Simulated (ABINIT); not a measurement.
# InAs (F-43m) in ABINIT: further runs

Aim: see how the results for InAs move with the level of theory and the settings. Levels: r2SCAN, PBE, PBEsol. Tasks: single point.

All numbers are computed with ABINIT 10.8.3 (patched build); they aren't measurements. Logs are shortened: lines on timing, memory, paths and dates and some standing lists are left out, and cuts for length are marked. The log counts tension as positive stress, the text compression.

**Experimental background.**

A printed reference work, data compilation reports, for a bulk crystal of InAs at 4.2 K: band gap 0.418 eV (direct).

The results are compared with them further down.

### Step 1. The structure

It takes space group F-43m (No. 216, cubic). The conventional cell has a = 6.036 Å, b = 6.036 Å, c = 6.036 Å, α = 90.00°, β = 90.00°, γ = 90.00°. Around In (site symmetry -43m) lie 4 As at 2.61 Å. As (site symmetry -43m) has 4 In at 2.61 Å as nearest neighbours.

### Step 2. Single point, r2SCAN

Input file run.abi:

```
# Pseudopotentials
pp_dirpath "./"
pseudos "In.GGA_PBE-JTH.xml, As.GGA_PBE-JTH.xml"

# Structure
acell 3*1.0 Angstrom
rprim
     0.0000000000     3.0180000000     3.0180000000
     3.0180000000     0.0000000000     3.0180000000
     3.0180000000     3.0180000000     0.0000000000
ntypat 2
znucl 49 33
natom 2
typat 1 2
xcart
     0.0000000000     0.0000000000     0.0000000000
     4.5270000000     4.5270000000     4.5270000000 Angstrom

# Plane-wave basis
ecut 20.0
pawecutdg 40.0

# k points
kptopt 1
ngkpt 6 6 6
nshiftk 1
shiftk 0.0 0.0 0.0

# Exchange and correlation
ixc -497498
usekden 1
pawxcdev 0

# Bands and occupations
nband 18
occopt 3
tsmear 0.05 eV

# SCF cycle
nstep 100
tolvrs 1.0e-8

# Output
iomode 3
prtwf 0
prtden 0
prteig 0
prtebands 0
enunit 2
prtvol 2
```

Potentials or basis: JTH PAW PBE v2.0.

On the command line:

```console
$ abinit run.abi > log 2>&1
```

run.abo:

```text
.Version 10.8.3 of ABINIT
 Symmetries : space group F-4 3 m (#216); Bravais cF (face-center cubic)
================================================================================
 Values of the parameters that define the memory need of the present run
     intxc =       0    ionmov =       0      iscf =      17    lmnmax =      18
     lnmax =       6     mgfft =      36  mpssoang =       3    mqgrid =    3001
     natom =       2  nloc_mem =       2    nspden =       1   nspinor =       1
    nsppol =       1      nsym =      24    n1xccc =       1    ntypat =       2
    occopt =       3   xclevel =       2
       mpw =        1600          nfft =       46656          nkpt =          16
 PAW method is used; the additional fine FFT grid is defined by:
   mgfftf=        48    nfftf =    110592
================================================================================
================================================================================

--------------------------------------------------------------------------------
------------- Echo of variables that govern the present computation ------------
--------------------------------------------------------------------------------
 -outvars: echo values of preprocessed input variables --------
            acell      1.8897261259E+00  1.8897261259E+00  1.8897261259E+00 Bohr
              amu      1.14820000E+02  7.49215900E+01
             ecut      2.00000000E+01 Hartree
           enunit           2
              ixc     -497498
         kptrlatt        6    0    0      0    6    0      0    0    6
          kptrlen      4.83932011E+01
            natom           2
            nband          18
            ngfft          36      36      36
          ngfftdg          48      48      48
             nkpt          16
            nstep         100
             nsym          24
           ntypat           2
           occopt           3
        pawecutdg      4.00000000E+01 Hartree
         pawxcdev           0
           prtden           0
        prtebands           0
           prteig           0
          prtkden           1
           prtvol           2
            prtwf           0
            rprim      0.0000000000E+00  3.0180000000E+00  3.0180000000E+00
                       3.0180000000E+00  0.0000000000E+00  3.0180000000E+00
                       3.0180000000E+00  3.0180000000E+00  0.0000000000E+00
          spgroup         216
           tolvrs      1.00000000E-08
           tsmear      1.83746611E-03 Hartree
            typat      1  2
          usekden           1
           useylm           1
           xangst      0.0000000000E+00  0.0000000000E+00  0.0000000000E+00
                       4.5270000000E+00  4.5270000000E+00  4.5270000000E+00
            xcart      0.0000000000E+00  0.0000000000E+00  0.0000000000E+00
                       8.5547901720E+00  8.5547901720E+00  8.5547901720E+00
             xred      0.0000000000E+00  0.0000000000E+00  0.0000000000E+00
                       7.5000000000E-01  7.5000000000E-01  7.5000000000E-01
            znucl       49.00000   33.00000

================================================================================

 chkinp: Checking input parameters for consistency.

================================================================================
== DATASET  1 ==================================================================

--- !DatasetInfo
iteration_state: {dtset: 1, }
dimensions: {natom: 2, nkpt: 16, mband: 18, nsppol: 1, nspinor: 1, nspden: 1, mpw: 1600, }
cutoff_energies: {ecut:  20.0, pawecutdg:  40.0, }
electrons: {nelect:   2.80000000E+01, charge:   0.00000000E+00, occopt:   3.00000000E+00, tsmear:   1.83746611E-03, }
meta: {optdriver: 0, ionmov: 0, optcell: 0, iscf: 17, paral_kgb: 0, }
...

 Real(R)+Recip(G) space primitive vectors, cartesian coordinates (Bohr,Bohr^-1):
 R(1)=  0.0000000  5.7031934  5.7031934  G(1)= -0.0876702  0.0876702  0.0876702
 R(2)=  5.7031934  0.0000000  5.7031934  G(2)=  0.0876702 -0.0876702  0.0876702
 R(3)=  5.7031934  5.7031934  0.0000000  G(3)=  0.0876702  0.0876702 -0.0876702
 Unit cell volume ucvol=  3.7100888E+02 bohr^3
 Angles (23,13,12)=  6.00000000E+01  6.00000000E+01  6.00000000E+01 degrees

 Coarse grid specifications (used for wave-functions):

 getcut: wavevector=  0.0000  0.0000  0.0000  ngfft=  36  36  36
         ecut(hartree)=     20.000   => boxcut(ratio)=   2.21712

 getcut : COMMENT -
[... 198 lines left out ...]
   0.30042    0.30042
      occupation numbers for kpt#   1
   2.00000    2.00000    2.00000    2.00000    2.00000    2.00000    2.00000    2.00000
   2.00000    2.00000    2.00000    1.91153    1.91153    1.91153    0.26775    0.00000
   0.00000    0.00000
 kpt#   2, nband= 18, wtk=  0.03704, kpt=  0.1667  0.0000  0.0000 (reduced coord)
  -1.17014   -1.17014   -1.17014   -1.16984   -1.16984   -0.40412   -0.40230   -0.40230
  -0.39750   -0.39750   -0.29886    0.05346    0.13188    0.13188    0.20258    0.31669
   0.31740    0.31740
      occupation numbers for kpt#   2
   2.00000    2.00000    2.00000    2.00000    2.00000    2.00000    2.00000    2.00000
   2.00000    2.00000    2.00000    2.00000    1.99986    1.99986    0.00000    0.00000
   0.00000    0.00000
 kpt#   3, nband= 18, wtk=  0.03704, kpt=  0.3333  0.0000  0.0000 (reduced coord)
[... 96 lines left out ...]
  -1.17014   -1.17014   -1.17012   -1.16984   -1.16983   -0.40888   -0.40080   -0.40007
  -0.39793   -0.39722   -0.23602   -0.06722    0.02622    0.06444    0.28123    0.30854
   0.36433    0.42675
      occupation numbers for kpt#  15
   2.00000    2.00000    2.00000    2.00000    2.00000    2.00000    2.00000    2.00000
   2.00000    2.00000    2.00000    2.00000    2.00000    2.00000    0.00000    0.00000
   0.00000    0.00000
 kpt#  16, nband= 18, wtk=  0.05556, kpt= -0.3333  0.5000  0.1667 (reduced coord)
  -1.17015   -1.17013   -1.17012   -1.16984   -1.16982   -0.40952   -0.40027   -0.39965
  -0.39837   -0.39700   -0.22976   -0.07174    0.03660    0.03896    0.26872    0.28289
   0.39928    0.41893
      occupation numbers for kpt#  16
   2.00000    2.00000    2.00000    2.00000    2.00000    2.00000    2.00000    2.00000
   2.00000    2.00000    2.00000    2.00000    2.00000    2.00000    0.00000    0.00000
   0.00000    0.00000
 Fermi (or HOMO) energy (eV) =   4.06663   Average Vxc (eV)=  -9.66407
 Eigenvalues (   eV  ) for nkpt=  16  k points:
 kpt#   1, nband= 18, wtk=  0.00463, kpt=  0.0000  0.0000  0.0000 (reduced coord)
 -31.84125  -31.84125  -31.84125  -31.83290  -31.83290  -10.95788  -10.95788  -10.95788
 -10.81697  -10.81697   -8.43390    3.91298    3.91298    3.91298    4.15998    8.17498
   8.17498    8.17498
 kpt#   2, nband= 18, wtk=  0.03704, kpt=  0.1667  0.0000  0.0000 (reduced coord)
 -31.84126  -31.84117  -31.84117  -31.83286  -31.83286  -10.99653  -10.94703  -10.94703
 -10.81662  -10.81662   -8.13228    1.45469    3.58854    3.58854    5.51241    8.61763
   8.63680    8.63680
 kpt#   3, nband= 18, wtk=  0.03704, kpt=  0.3333  0.0000  0.0000 (reduced coord)
 -31.84130  -31.84102  -31.84102  -31.83279  -31.83279  -11.06562  -10.92925  -10.92925
 -10.81279  -10.81279   -7.38444   -0.91771    3.08770    3.08770    5.38602    9.00776
   9.00776   10.52829
 kpt#   4, nband= 18, wtk=  0.01852, kpt=  0.5000  0.0000  0.0000 (reduced coord)
 -31.84131  -31.84095  -31.84095  -31.83275  -31.83275  -11.09649  -10.92255  -10.92255
 -10.80800  -10.80800   -6.86751   -2.01076    2.88140    2.88140    5.22907    8.96014
   8.96014   11.20808
 kpt#   5, nband= 18, wtk=  0.02778, kpt=  0.1667  0.1667  0.0000 (reduced coord)
[... 32 lines left out ...]
 -31.84179  -31.84060  -31.84060  -31.83305  -31.83238  -11.16068  -10.86763  -10.86763
 -10.85850  -10.79299   -6.29326   -2.06373    1.48825    1.48825    5.72887    6.26374
  13.77813   13.88844
 kpt#  14, nband= 18, wtk=  0.11111, kpt=  0.5000  0.3333  0.1667 (reduced coord)
 -31.84141  -31.84095  -31.84079  -31.83290  -31.83259  -11.11200  -10.90770  -10.89555
 -10.83281  -10.80476   -6.81936   -1.27240    1.11494    2.11860    7.59883    7.75398
   9.22612   11.77216
 kpt#  15, nband= 18, wtk=  0.11111, kpt= -0.3333  0.3333  0.1667 (reduced coord)
 -31.84123  -31.84112  -31.84070  -31.83285  -31.83260  -11.12619  -10.90628  -10.88643
 -10.82827  -10.80877   -6.42247   -1.82916    0.71360    1.75349    7.65274    8.39592
   9.91404   11.61249
 kpt#  16, nband= 18, wtk=  0.05556, kpt= -0.3333  0.5000  0.1667 (reduced coord)
 -31.84149  -31.84090  -31.84061  -31.83294  -31.83249  -11.14367  -10.89177  -10.87499
 -10.84030  -10.80280   -6.25208   -1.95214    0.99590    1.06013    7.31236    7.69771
  10.86484   11.39956
 Total charge density [el/Bohr^3]
)     Maximum=    3.8859E+00  at reduced coord.    0.7500    0.7500    0.7500
)Next maximum=    3.7608E+00  at reduced coord.    0.0000    0.0000    0.0000
)     Minimum=    1.8358E-03  at reduced coord.    0.2500    0.2500    0.2500
)Next minimum=    1.8530E-03  at reduced coord.    0.5000    0.5000    0.5000
   Integrated=    2.8000E+01

--- !EnergyTerms
iteration_state     : {dtset: 1, }
comment             : Components of total free energy in Hartree
kinetic             :  1.79093468197644E+01
hartree             :  6.05692730942893E+01
xc                  : -9.36864971473291E+00
Ewald energy        : -9.28949151399889E+01
psp_core            :  3.70423402508413E+00
local_psp           : -1.60894657663145E+02
PAW spherical_terms :  3.55827204494934E+01
internal            : -1.45392648129236E+02
'-kT*entropy'       : -1.61581093289962E-05
total_energy        : -1.45392664287345E+02
total_energy_eV     : -3.95633594525520E+03
...

--- !EnergyTermsDC
iteration_state     : {dtset: 1, }
comment             : '"Double-counting" decomposition of free energy'
band_energy         : -1.60124419674337E+01
Ewald energy        : -9.28949151399889E+01
psp_core            :  3.70423402508413E+00
xc_dc               : -6.23862690107295E+01
PAW spherical_terms :  2.21967754884567E+01
internal            : -1.45392616604611E+02
'-kT*entropy'       : -1.61581093289962E-05
total_energy_dc     : -1.45392632762721E+02
total_energy_dc_eV  : -3.95633508742646E+03
...

--- !EnergyTermsWithPAWCore
iteration_state     : {dtset: 1, }
comment             : 'Components of total free energy, including PAW core contributions'
Total energy        : -8.14355427591495E+03
Total energy DC     : -8.14355424439033E+03
Total energy (eV)   : -2.21597400817032E+05
Total energy DC (eV): -2.21597399959203E+05
...

 Cartesian components of stress tensor (hartree/bohr^3)
  sigma(1 1)= -6.24149516E-05  sigma(3 2)=  0.00000000E+00
  sigma(2 2)= -6.24149516E-05  sigma(3 1)=  0.00000000E+00
  sigma(3 3)= -6.24149516E-05  sigma(2 1)=  0.00000000E+00

-Cartesian components of stress tensor (GPa)         [Pressure=  1.8363E+00 GPa]
- sigma(1 1)= -1.83631127E+00  sigma(3 2)=  0.00000000E+00
- sigma(2 2)= -1.83631127E+00  sigma(3 1)=  0.00000000E+00
- sigma(3 3)= -1.83631127E+00  sigma(2 1)=  0.00000000E+00

== END DATASET(S) ==============================================================
================================================================================

 -outvars: echo values of variables after computation  --------
            acell      1.8897261259E+00  1.8897261259E+00  1.8897261259E+00 Bohr
           etotal     -1.4539263276E+02
            fcart      7.3180054893E-28  7.3180054893E-28 -2.1954016468E-27
                      -7.3180054893E-28 -7.3180054893E-28  2.1954016468E-27
            rprim      0.0000000000E+00  3.0180000000E+00  3.0180000000E+00
                       3.0180000000E+00  0.0000000000E+00  3.0180000000E+00
                       3.0180000000E+00  3.0180000000E+00  0.0000000000E+00
           strten     -6.2414951597E-05 -6.2414951597E-05 -6.2414951597E-05
                       0.0000000000E+00  0.0000000000E+00  0.0000000000E+00
           xangst      0.0000000000E+00  0.0000000000E+00  0.0000000000E+00
                       4.5270000000E+00  4.5270000000E+00  4.5270000000E+00
             xred      0.0000000000E+00  0.0000000000E+00  0.0000000000E+00
                       7.5000000000E-01  7.5000000000E-01  7.5000000000E-01
 Calculation completed.
```

It took 62 s on 1 thread of Arm Neoverse V2, shared host; peak memory 0.14 GiB.

What came out:

- Free energy: -3956.3351 eV
- Band gap on the k mesh: 0.25 eV, direct
- Valence electrons inside the program's atomic spheres: In 11.18; As 12.69

Levels at points of the mesh, in eV from the valence-band top:
| k point | band 11 | band 12 | band 13 | band 14 | band 15 | band 16 | band 17 | band 18 |
| --- | --- | --- | --- | --- | --- | --- | --- | --- |
| (0.00, 0.00, 0.00) | -12.35 | 0.00 | 0.00 | 0.00 | 0.25 | 4.26 | 4.26 | 4.26 |
| (0.50, 0.00, 0.00) | -10.78 | -5.92 | -1.03 | -1.03 | 1.32 | 5.05 | 5.05 | 7.30 |
| (0.50, 0.50, 0.00) | -10.21 | -5.98 | -2.42 | -2.42 | 1.82 | 2.35 | 9.87 | 9.98 |

Caveat: the cutoff is too short for stress, so the log's stress isn't used; totals of a meta-GGA on PAW files have another zero than those of a GGA; the PAW data sets were made with another functional, which shifts forces and pressure a little; spin-orbit coupling is left out, which moves the levels of the heavy elements.

### Step 3. Single point, PBE

Edit run.abi of step 2 so:

```diff
@@ -14,9 +14,9 @@
 typat 1 2
-xcart
+xred
      0.0000000000     0.0000000000     0.0000000000
-     4.5270000000     4.5270000000     4.5270000000 Angstrom
+     0.7500000000     0.7500000000     0.7500000000
 
 # Plane-wave basis
-ecut 20.0
-pawecutdg 40.0
+ecut 17.0
+pawecutdg 34.0
 
@@ -24,3 +24,3 @@
 kptopt 1
-ngkpt 6 6 6
+ngkpt 5 5 5
 nshiftk 1
@@ -29,5 +29,3 @@
 # Exchange and correlation
-ixc -497498
-usekden 1
-pawxcdev 0
+ixc 11
 
@@ -40,3 +38,3 @@
 nstep 100
-tolvrs 1.0e-8
+tolvrs 1.0e-9
 
@@ -48,3 +46,2 @@
 prtebands 0
-enunit 2
 prtvol 2
```

Potentials or basis: JTH PAW PBE v2.0.

On the command line:

```console
$ abinit run.abi > log 2>&1
```

Run time: 9.1 s. Hardware: 1 thread of Arm Neoverse V2, shared host; peak memory 0.11 GiB.

The run converged. Its results:

```
Free energy                                           : -4678.1840 eV
Band gap on the k mesh                                : none (metal or under the smearing width)
Valence electrons inside the program's atomic spheres : In 11.23; As 12.70
```

Levels at points of the mesh, in eV from the Fermi level:
```
           k point  band 10  band 11  band 12  band 13  band 14  band 15  band 16  band 17  band 18
(0.00, 0.00, 0.00)   -14.32   -11.95    -0.23    -0.04    -0.04    -0.04     3.86     3.86     3.86
```

Caveat: the k mesh is coarse (spacing up to 0.36 Å⁻¹), so the values aren't converged; the cutoff is too short for stress, so the log's stress isn't used; this crystal is a semiconductor, whose small gap the functional closes, so the metal is an error of the method.

[end of part 1 of 2]
